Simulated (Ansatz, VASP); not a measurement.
Two plane-wave programs on C

```
CELL_PARAMETERS angstrom
0.00000 1.66514 1.74740
1.66514 0.00000 1.74740
1.66514 1.66514 0.00000
ATOMIC_POSITIONS crystal
C 0.50000 0.50000 0.50000
C 0.75000 0.75000 0.75000
```

Alike in both runs: task single point; functional LDA; k mesh 12 × 12 × 12; occupations gaussian, width 0.05 eV; no spin polarisation.

|  | VASP | Ansatz |
| --- | --- | --- |
| version | VASP 6.6.1 | Ansatz 0.2.0 |
| potentials or method | VASP PAW LDA potentials, release 64 (C) | scalar-relativistic, plane waves, PAW |
| plane-wave cutoff (eV) | 520 | 520 |
| valence electrons in the cell | 8 | 8 |

|  | VASP | Ansatz | Ansatz less VASP |
| --- | --- | --- | --- |
| gap on the k mesh at the Fermi level (eV) | 3.86 | 3.87 | +0.011 |
| least direct gap on the mesh (eV) | 5.52 | 5.52 | -0.004 |

Ansatz warned: «pseudo_functional_mismatch».
